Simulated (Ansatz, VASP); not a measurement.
**PtS2 in VASP and in Ansatz**

```
Pt S
1.0
     3.58327    0.00000    0.00000
    -1.79164    3.10321    0.00000
     0.00000    0.00000    4.66283
Pt S
1 2
Direct
  0.00000 0.00000 0.00000
  0.33333 0.66667 0.25874
  0.66667 0.33333 0.74126
```

Alike in both runs: functional PBE; dispersion D3(BJ); k mesh 12 × 12 × 8; occupations gaussian, width 0.02 eV; no spin polarisation.

Ansatz relaxed the structure, and its values are those at the end. VASP's run is a single point on that final structure, the one shown.

```csv
,VASP,Ansatz
version,VASP 6.6.1,Ansatz 0.2.0
potentials or method,"VASP PAW PBE potentials, release 64 (Pt, S)","scalar-relativistic, plane waves, PAW"
plane-wave cutoff (eV),520,420
valence electrons in the cell,22,30
```

VASP gave:

```
gap on the k mesh at the Fermi level (eV) : 0.07
least direct gap on the mesh (eV)         : 0.69
pressure (GPa)                            : -0.5
rms of the force components (eV/Å)        : 0.021
```

Question: Estimate Ansatz's values.

Answer: gap on the k mesh at the Fermi level (eV): 0.05; least direct gap on the mesh (eV): 0.69; pressure (GPa): 0.0; rms of the force components (eV/Å): 0.001.

The two sets of potentials don't hold the same shells in valence.

Caveats: spin-orbit coupling is left out, which moves the levels of the heavy elements.
